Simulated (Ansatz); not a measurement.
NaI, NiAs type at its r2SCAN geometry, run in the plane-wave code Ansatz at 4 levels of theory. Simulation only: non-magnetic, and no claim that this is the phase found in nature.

The LDA input:
```yaml
crystal:
  lattice:
    - [4.5046454201, 0.0, 0.0]
    - [-2.25232271, 3.9011373688, 0.0]
    - [0.0, 0.0, 7.6757022934]
  atoms:
    - { symbol: Na, position: [0.0, 0.0, 0.0] }
    - { symbol: Na, position: [0.0, 0.0, 0.5] }
    - { symbol: I, position: [0.3333333333, 0.6666666667, 0.25] }
    - { symbol: I, position: [0.6666666667, 0.3333333333, 0.75] }
kpoints:
  mp_grid: { grid: [6, 6, 4] }
  band_path:
    path:
      - [0.0, 0.0, 0.0]
      - [0.5, 0.0, 0.0]
      - [0.3333333333, 0.3333333333, 0.0]
      - [0.0, 0.0, 0.5]
      - [0.5, 0.0, 0.5]
      - [0.3333333333, 0.3333333333, 0.5]
    npoints: 1
hamiltonian:
  xc: lda
scf:
  occupations: { method: fixed }
  n_extra_bands: 5
output:
  forces: true
  stress: true
  eigenvalues: true
```

Main results, then, where recorded, the levels near the gap in eV from the Fermi energy (columns number the bands from 0), one row a point of the path (Γ, M, K, A, L, H):
```
Crystal: 4 atoms, lattice volume = 134.887 Å³
Symmetry: 24 space group operations
Space group: P63/mmc (ITA 194)
```
```
Basis set: ecut = 420 eV, 2635 PW (Γ)
Bands: 31, of which v1, the nominal top of the filled ones, is band 26 counted from 1 (25 counted from 0)
k-points: 21 of 144
Free energy (F): -17649.914081 eV
Fermi energy:    2.878601 eV
--- Stress (GPa, compression-positive) ---
       -1.548769       0.000000       0.000000
        0.000000      -1.548769       0.000000
        0.000000       0.000000      -1.587632
  P = ⅓ Tr σ = -1.5617 GPa (-15.617 kbar)
```
```tsv
band_21	band_22	band_23	band_24	band_25	band_26	band_27	band_28
-0.242	-0.242	-0.187	0.000	0.000	3.257	4.906	7.118
-1.747	-1.311	-0.738	-0.728	-0.331	5.040	5.139	5.197
-1.405	-1.405	-1.199	-0.967	-0.967	4.853	6.947	6.947
-1.481	-0.123	-0.123	-0.123	-0.123	4.591	4.591	7.174
-2.159	-0.732	-0.732	-0.546	-0.546	4.703	4.703	5.998
-1.723	-1.599	-1.599	-0.506	-0.506	5.560	5.560	6.144
```

The LDA gap is direct at Γ: 3.26 eV.

PBE+SOC. Against the first input these blocks differ (the band path and keys that only write files left aside):
```yaml
hamiltonian:
  xc: pbe
scf:
  occupations: { method: fixed }
  n_extra_bands: 10
magnetization:
  noncollinear: true
  spin_orbit: true
```

```
Basis set: ecut = 420 eV, 2635 PW (Γ)
Bands: 62, of which v1, the nominal top of the filled ones, is band 52 counted from 1 (51 counted from 0)
k-points: 21 of 144
Free energy (F): -18009.829561 eV
Fermi energy:    3.478608 eV
--- Stress (GPa, compression-positive) ---
        0.556504       0.000000       0.000000
        0.000000       0.556504       0.000000
        0.000000       0.000000       0.533566
  P = ⅓ Tr σ = 0.5489 GPa (5.489 kbar)
```
```tsv
band_42	band_43	band_44	band_45	band_46	band_47	band_48	band_49	band_50	band_51	band_52	band_53	band_54	band_55	band_56	band_57
-1.152	-1.152	-0.876	-0.876	-0.253	-0.253	-0.123	-0.123	0.000	0.000	3.228	3.228	4.798	4.798	6.910	6.910
-2.310	-2.310	-1.548	-1.548	-1.166	-1.166	-0.936	-0.936	-0.498	-0.498	4.885	4.885	4.997	4.997	5.086	5.086
-2.178	-2.178	-1.548	-1.548	-1.459	-1.459	-1.126	-1.126	-1.107	-1.107	4.721	4.721	6.664	6.664	6.727	6.727
-1.949	-1.949	-0.688	-0.688	-0.688	-0.688	-0.129	-0.129	-0.129	-0.129	4.516	4.516	4.516	4.516	7.008	7.008
-2.576	-2.576	-1.216	-1.216	-1.216	-1.216	-0.655	-0.655	-0.655	-0.655	4.584	4.584	4.584	4.584	5.822	5.822
-2.342	-2.342	-1.768	-1.768	-1.665	-1.665	-0.840	-0.840	-0.679	-0.679	5.425	5.425	5.429	5.429	5.926	5.926
```

PBE+SOC gives a direct gap of 3.23 eV at Γ. The mean pressure is +0.55 GPa (compression positive), so PBE+SOC would enlarge the cell's volume.

Task: Another run on the same cell gave
```
Basis set: ecut = 500 eV, 3429 PW (Γ)
Bands: 31, of which v1, the nominal top of the filled ones, is band 26 counted from 1 (25 counted from 0)
k-points: 21 of 144
Free energy (F): -18039.158006 eV
Fermi energy:    2.812469 eV
--- Stress (GPa, compression-positive) ---
        0.024780       0.000000       0.000000
        0.000000       0.024780       0.000000
        0.000000       0.000000      -0.023412
  P = ⅓ Tr σ = 0.0087 GPa (0.087 kbar)
```
```tsv
band_21	band_22	band_23	band_24	band_25	band_26	band_27	band_28
-0.247	-0.247	-0.195	0.000	0.000	4.354	5.766	7.831
-1.732	-1.304	-0.737	-0.717	-0.337	5.817	6.011	6.051
-1.388	-1.388	-1.186	-0.965	-0.965	5.761	7.762	7.762
-1.420	-0.126	-0.126	-0.126	-0.126	5.595	5.595	8.005
-2.125	-0.734	-0.734	-0.548	-0.548	5.583	5.583	6.701
-1.708	-1.554	-1.554	-0.519	-0.519	6.345	6.345	7.100
```
Which level of theory and mesh gave it?

Result: It is r2SCAN, on 6×6×4; the blocks that differ from the first input, but for the band path:
```yaml
hamiltonian:
  xc: r2scan
```
r2SCAN gives a direct gap of 4.35 eV at Γ. The mean stress is close to zero (0.01 GPa).

Task: Another run on the same cell gave
```
Basis set: ecut = 420 eV, 2635 PW (Γ)
Bands: 31, of which v1, the nominal top of the filled ones, is band 26 counted from 1 (25 counted from 0)
k-points: 14 of 72
hybrid outer 1: dexx = +1.250e-2 eV, tail = 5.72e-5 eV
hybrid outer 2: dexx = +6.282e-7 eV, tail = 2.16e-8 eV, Δε = 6.67e-3 eV
Free energy (F): -18013.790811 eV
Fermi energy:    1.880056 eV
--- Stress (GPa, compression-positive) ---
        0.115962       0.000000       0.000000
        0.000000       0.115962       0.000000
        0.000000       0.000000       0.094143
  P = ⅓ Tr σ = 0.1087 GPa (1.087 kbar)
```
```tsv
band_21	band_22	band_23	band_24	band_25	band_26	band_27	band_28
-0.269	-0.269	-0.205	0.000	0.000	5.581	7.107	9.315
-1.913	-1.426	-0.812	-0.773	-0.368	7.206	7.409	7.418
-1.523	-1.523	-1.316	-1.048	-1.048	7.143	9.211	9.211
-1.555	-0.138	-0.138	-0.138	-0.138	6.892	6.892	9.470
-2.352	-0.797	-0.797	-0.602	-0.602	6.946	6.946	8.144
-1.879	-1.725	-1.725	-0.559	-0.559	7.762	7.762	8.528
```
Which level of theory and mesh gave it?

Result: It is DDH-PBE0, judged by the exchange loop and the size of the gap (a near hybrid could fit too), on 6×6×2; the blocks that differ from the first input, but for the band path:
```yaml
crystal:
  host: atoms
kpoints:
  mp_grid: { grid: [6, 6, 2] }
hamiltonian:
  xc:
    exchange: pbe
    correlation: pbe
    exx: { coeff: inverse_dielectric }
```
DDH-PBE0 gives a direct gap of 5.58 eV at Γ. The mean stress, +0.1 GPa, is small, and the program warns that its thresholds are loose for a hybrid's stress.

The hybrids run on coarser meshes, which limits their stresses and small splittings of levels.

Totals of different functionals, or with and without spin-orbit coupling, can't be compared.

Only the levels marked +SOC include spin-orbit coupling.

The meshes of the hybrids are coarse, so their gaps aren't converged to the digits shown.
